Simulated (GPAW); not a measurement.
A run of GPAW 26.7.0:

run.py

```python
from ase import Atoms
from ase.dft.bandgap import bandgap
from ase.io import write
from ase.units import GPa
from gpaw import GPAW, PW

atoms = Atoms(['Ta'],
              cell=[[-1.65128, 1.65128, 1.65128],
                    [1.65128, -1.65128, 1.65128],
                    [1.65128, 1.65128, -1.65128]],
              scaled_positions=[[0.0, 0.0, 0.0]],
              pbc=True)

calc = GPAW(mode=PW(600),
            xc='PBE',
            kpts={'size': (11, 11, 11), 'gamma': True},
            occupations={'name': 'methfessel-paxton', 'order': 0, 'width': 0.022},
            nbands=15,
            convergence={'density': 1e-05, 'energy': 1e-05},
            maxiter=150,
            txt='gpaw.txt')
atoms.calc = calc
energy = atoms.get_potential_energy()
forces = atoms.get_forces()
stress = atoms.get_stress()
calc.write('gs.gpw')
write('result.traj', atoms)
print(f'Energy: {energy:.6f} eV')
print('Forces (eV/A):')
print(forces.round(4))
print('Stress (GPa):', (stress / GPa).round(3))
print('Fermi level:', round(calc.get_fermi_level(), 4), 'eV')
print(f'Gap: {bandgap(calc)[0]:.4f} eV, direct: {bandgap(calc, direct=True)[0]:.4f} eV')
```

Potentials or basis: GPAW PAW data sets (gpaw-data 1.2.1), pw.

Launch:

```console
$ OMP_NUM_THREADS=1 python run.py
```

Hardware: 1 thread of Arm Neoverse V1, with other jobs on the host.

Estimate the wall time of this run.

Wall time 12 s on 1 thread of Arm Neoverse V1 (shared host), peak memory 0.14 GiB. Counts: scf iterations 8, plane waves 615, bands 15, k points 56.
